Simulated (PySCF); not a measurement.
Input of a PySCF 2.14.0 run:

The input run.py:

```python
import json
import numpy as np
from pyscf.pbc import gto, scf, dft, df

cell = gto.Cell()
cell.basis = 'pob-tzvp-rev2'
cell.fromfile('ZnH3N.xyz')
cell.exp_to_discard = 0
cell.precision = 1e-08
cell.max_memory = 2520  # MB
cell.verbose = 4
cell.build()

res = {}
kpts = cell.make_kpts([1, 1, 1])
mf = dft.KRKS(cell, kpts, xc='HYB_MGGA_X_SCAN0,MGGA_C_SCAN', exxdiv='ewald')
mf = mf.density_fit()
mf.with_df._cderi = 'cderi.h5'  # three-centre integrals saved by an earlier run on this cell, basis and mesh
mf.conv_tol = 1e-07
mf.max_cycle = 60

mf.kernel()
res.update(converged=bool(mf.converged), e_tot=mf.e_tot, nelec=cell.nelectron, nao=cell.nao, mesh=list(map(int, cell.mesh)), a=cell.lattice_vectors().tolist(), coords=cell.atom_coords().tolist(),
           mo_energy=[np.real(x).tolist() for x in mf.mo_energy], mo_occ=[np.real(x).tolist() for x in mf.mo_occ])
res.update(kpts=cell.get_scaled_kpts(kpts).tolist())
res['parts'] = {k: float(np.real(v)) for k, v in mf.scf_summary.items() if np.isscalar(v)}
json.dump(res, open('results.json', 'w'))
if not mf.converged:
    raise SystemExit('SCF not converged')

print('levels (eV)')
for i, kp in enumerate(res['kpts'][:40]):
    print('k %7.4f %7.4f %7.4f  ' % tuple(kp), ' '.join('%.3f' % (x * 27.211386) for x in res['mo_energy'][i][:25]))

# Mulliken populations
dm, s = np.asarray(mf.make_rdm1()), np.asarray(mf.get_ovlp())
sites = cell.aoslice_by_atom()[:, 2:]
tot = np.einsum('kij,kji->i', dm, s).real / len(kpts)
res['mulliken'] = [cell.atom_charge(i) - tot[a0:a1].sum() for i, (a0, a1) in enumerate(sites)]
print('Mulliken charges', np.round(res['mulliken'], 5))
res['meta_lowdin'] = mf.mulliken_meta()[1].tolist()
res['done'] = True
json.dump(res, open('results.json', 'w'))
```

File ZnH3N.xyz:

```xyz
5
Lattice="11.0000000000 0.0000000000 0.0000000000 0.0000000000 13.0000000000 0.0000000000 0.0000000000 0.0000000000 11.0000000000" Properties=species:S:1:pos:R:3 pbc="T T T"
N      5.5183920000      5.2293540000      5.3074230000
Zn     5.9806890000      6.9730570000      5.2741700000
H      4.5604680000      4.9302630000      4.9650810000
H      5.6434070000      4.6239310000      6.1651590000
H      6.4602780000      8.4207240000      5.1612000000
```

Potentials or basis: pob-tzvp-rev2 (all-electron).

Command:

```bash
$ OMP_NUM_THREADS=2 python -u run.py > log
```

(1) Estimate the meta-löwdin charges.

(2) What does it give for the gap between the frontier levels?

Results:

(1) N -1.04; Zn +1.04; H +0.20, +0.21, -0.41 e.

(2) 8.53 eV.

Caveat: this is a molecule in a periodic box at the Γ point, so its band gap is the HOMO-LUMO gap; the basis of atomic orbitals isn't converged, which shifts pressures, moduli and gaps; this basis is made for solids and lacks diffuse functions, so gaps of a molecule come out too wide by an eV or more.
